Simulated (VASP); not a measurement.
# VASP 6.6.1 run: NaCl

INCAR

```
LREAL = .TRUE.
SIGMA = 0.02
ISIF = 2
LASPH = .TRUE.
NELM = 70
ISMEAR = -1
LWAVE = .FALSE.
IBRION = -1
NBANDS = 14
ENCUT = 520
LCHARG = .FALSE.
GGA = PE
PREC = Accurate
NSW = 0
EDIFF = 1E-7
```

KPOINTS

```
KPOINTS created by Atomic Simulation Environment
0
Gamma
8 8 8
0 0 0
```

POSCAR

```
Na Cl
 1.0000000000000000
    -0.0000000000000000    2.8026988166785491    2.8026988166785491
     2.8026988166785491    0.0000000000000000    2.8026988166785491
     2.8026988166785491    2.8026988166785491    0.0000000000000000
 Na  Cl
   1   1
Cartesian
  0.0000000000000000 -0.0000000000000000  0.0000000000000000
  2.8026988166785491  2.8026988166785491  2.8026988166785491
```

The recommended PBE PAW datasets give the neutral cell 14 valence electrons.

Command

```
mpirun -np 1 vasp_std
```

OSZICAR

```
N       E                     dE             d eps       ncg     rms          rms(c)
DAV:   1     0.101832778953E+03    0.10183E+03   -0.70561E+03   812   0.989E+02
DAV:   2     0.130827450431E+01   -0.10052E+03   -0.92405E+02   924   0.280E+02
DAV:   3    -0.683352164709E+01   -0.81418E+01   -0.80953E+01  1034   0.727E+01
DAV:   4    -0.696252204643E+01   -0.12900E+00   -0.12894E+00   980   0.986E+00
DAV:   5    -0.696529851131E+01   -0.27765E-02   -0.27762E-02  1022   0.147E+00    0.215E+00
DAV:   6    -0.677663958010E+01    0.18866E+00   -0.31105E-01   998   0.326E+00    0.160E+00
DAV:   7    -0.676514867699E+01    0.11491E-01   -0.80942E-02  1072   0.165E+00    0.110E+00
DAV:   8    -0.677069803689E+01   -0.55494E-02   -0.97799E-03   920   0.856E-01    0.303E-01
DAV:   9    -0.677057662230E+01    0.12141E-03   -0.21894E-04   998   0.115E-01    0.162E-01
DAV:  10    -0.677068704929E+01   -0.11043E-03   -0.30652E-04   932   0.140E-01    0.656E-02
DAV:  11    -0.677067653262E+01    0.10517E-04   -0.19246E-05  1028   0.415E-02    0.143E-02
DAV:  12    -0.677067664585E+01   -0.11322E-06   -0.22457E-06   932   0.143E-02    0.141E-03
DAV:  13    -0.677067717348E+01   -0.52764E-06   -0.28095E-07   986   0.355E-03    0.351E-03
DAV:  14    -0.677067696675E+01    0.20673E-06   -0.49073E-08   718   0.126E-03    0.349E-04
DAV:  15    -0.677067697033E+01   -0.35768E-08   -0.32948E-09   574   0.569E-04
   1 F= -.67706770E+01 E0= -.67706770E+01  d E =-.556951E-12
```

From OUTCAR

```
k-points           NKPTS =     29   k-points in BZ     NKDIM =     29   number of bands    NBANDS=     14

   NELECT =      14.0000    total number of electrons

   dimension x,y,z NGX =    30 NGY =   30 NGZ =   30
   dimension x,y,z NGXF=    60 NGYF=   60 NGZF=   60

  energy-cutoff  :      520.00
  volume of cell :       44.03
      direct lattice vectors                 reciprocal lattice vectors
     0.000000000  2.802698817  2.802698817    -0.178399476  0.178399476  0.178399476
     2.802698817  0.000000000  2.802698817     0.178399476 -0.178399476  0.178399476
     2.802698817  2.802698817  0.000000000     0.178399476  0.178399476 -0.178399476

 k-points in reciprocal lattice and weights: KPOINTS created by Atomic Simulation Env
   0.00000000  0.00000000  0.00000000       0.002
   0.12500000  0.00000000  0.00000000       0.016
   0.25000000  0.00000000  0.00000000       0.016
   0.37500000  0.00000000  0.00000000       0.016
   0.50000000  0.00000000  0.00000000       0.008
   0.12500000  0.12500000  0.00000000       0.012
   0.25000000  0.12500000  0.00000000       0.047
   0.37500000  0.12500000  0.00000000       0.047
   ...

 E-fermi :  -0.1503

 k-point     1 :       0.0000    0.0000    0.0000
  band No.  band energies     occupation
      1     -21.4063      2.00000
      2     -21.4063      2.00000
      3     -21.4063      2.00000
      4     -13.3252      2.00000
      5      -0.6240      2.00000
      6      -0.6240      2.00000
      7      -0.6240      2.00000
      8       4.5560      0.00000
      9      10.5156      0.00000
     10      10.5156      0.00000
     11      10.5156      0.00000
     12      12.7003      0.00000
     13      12.7003      0.00000
     14      14.3387      0.00000

 k-point     2 :       0.1250    0.0000    0.0000
  band No.  band energies     occupation
      1     -21.4110      2.00000
      2     -21.4067      2.00000
      3     -21.4067      2.00000
      4     -13.2756      2.00000
      5      -1.0028      2.00000
      6      -0.6663      2.00000
      7      -0.6663      2.00000
      8       5.0591      0.00000
      9       9.9770      0.00000
     10      10.7124      0.00000
     11      10.7125      0.00000
     12      12.4448      0.00000
     13      12.4448      0.00000
     14      15.2739      0.00000

 k-point     3 :       0.2500    0.0000    0.0000
  band No.  band energies     occupation
      1     -21.4224      2.00000
      2     -21.4075      2.00000
      3     -21.4075      2.00000
      4     -13.1525      2.00000
      5      -1.7510      2.00000
      6      -0.7651      2.00000
      7      -0.7651      2.00000
      8       6.0364      0.00000
      9       9.4366      0.00000
     10      10.8122      0.00000
     11      10.8122      0.00000
     12      12.6671      0.00000
     13      12.6671      0.00000
     14      15.1410      0.00000

 k-point     4 :       0.3750    0.0000    0.0000
  band No.  band energies     occupation
      1     -21.4336      2.00000
      2     -21.4083      2.00000
      3     -21.4083      2.00000
      4     -13.0240      2.00000
      5      -2.3699      2.00000
      6      -0.8596      2.00000
      7      -0.8596      2.00000
      8       6.5966      0.00000
      9       9.7336      0.00000
     10      10.5305      0.00000
     11      10.5305      0.00000
     12      14.0350      0.00000
     13      14.0350      0.00000
     14      14.6118      0.00000

 ...

  Total        0.3023666      0.3023666      0.3023666     -0.0000000     -0.0000000      0.0000000
  in kB       11.0023412     11.0023412     11.0023412     -0.0000000     -0.0000000      0.0000000
  external PRESSURE =      11.0023412 kB  Pullay stress =       0.0000000 kB

 POSITION                                       TOTAL-FORCE (eV/Angst)
 -----------------------------------------------------------------------------------
      0.00000      0.00000      0.00000         0.000000      0.000000      0.000000
      2.80270      2.80270      2.80270         0.000000      0.000000      0.000000
 -----------------------------------------------------------------------------------
    total drift:                               -0.000000      0.000000      0.000000

  FREE ENERGIE OF THE ION-ELECTRON SYSTEM (eV)
  ---------------------------------------------------
  free  energy   TOTEN  =        -6.7706769703 eV

  energy  without entropy=       -6.7706769703  energy(sigma->0) =       -6.77067697
```

It converged. Results: gap between bands v and c on the k mesh 5.18 eV; least direct gap on the k mesh 5.18 eV; pressure 1.1 GPa. Band v is the last that the valence electrons fill when counted band by band, and c is the next.

For comparison, a separate PBE run of the intended cell, on usual settings and not on those above, gives a gap of 5.18 eV on its mesh and a pressure of 1.2 GPa.

The run above took about 26 s on one core of a shared host (Intel Xeon Platinum 8488C) and held 0.15 GiB at most.
